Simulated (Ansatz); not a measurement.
**Y in Ansatz: the effect of target pressure**

Crystal: Y.

```
Y
1.0
     3.64254    0.00000    0.00000
    -1.82127    3.15454    0.00000
     0.00000    0.00000   11.84413
Y
4
Direct
  0.66667 0.33333 0.75000
  0.00000 0.00000 0.50000
  0.33333 0.66667 0.25000
  0.00000 0.00000 0.00000
```

Alike in all runs:

| Quantity | Value |
| --- | --- |
| Program | Ansatz 0.2.0 |
| Task | relaxation of cell and atoms |
| Functional | PBEsol |
| Potentials or basis | Ansatz PAW |
| Cutoff | 420 eV (not typed: the program's choice for these potentials) |
| k mesh | 8 × 8 × 3 |
| Occupations | fermi-dirac, width 0.05 eV |
| Spin | no spin polarisation |

Each run relaxes the cell or the atoms first.

| target pressure | relaxed volume (Å³/atom) |
| --- | --- |
| 0 GPa | 30.83 |
| 2 GPa | 29.50 |
| 5 GPa | 27.87 |
| 10 GPa | 25.78 |
| 20 GPa | ? |
| 30 GPa | 20.80 |

Task: What does the run with target pressure 20 GPa give?

Result: Relaxed volume 22.86 Å³/atom.

Worked out: In Murnaghan's law V^(-B') rises as a straight line in P. The other rows fit best with B' = 2.6, V0 = 30.81 Å³/atom and B0 = 44 GPa, which gives 22.81 Å³/atom at 20 GPa, against the run's 22.86.

Caveats: the plane-wave basis is chosen anew once the cell has moved, so the energies of steps on either side of that aren't comparable; the PAW data sets come from PBE, with cores solved anew for the run's functional, which leaves a small shift of forces and pressure; the volume moved by over 15 % at a fixed basis, so the end points are rough (some runs).
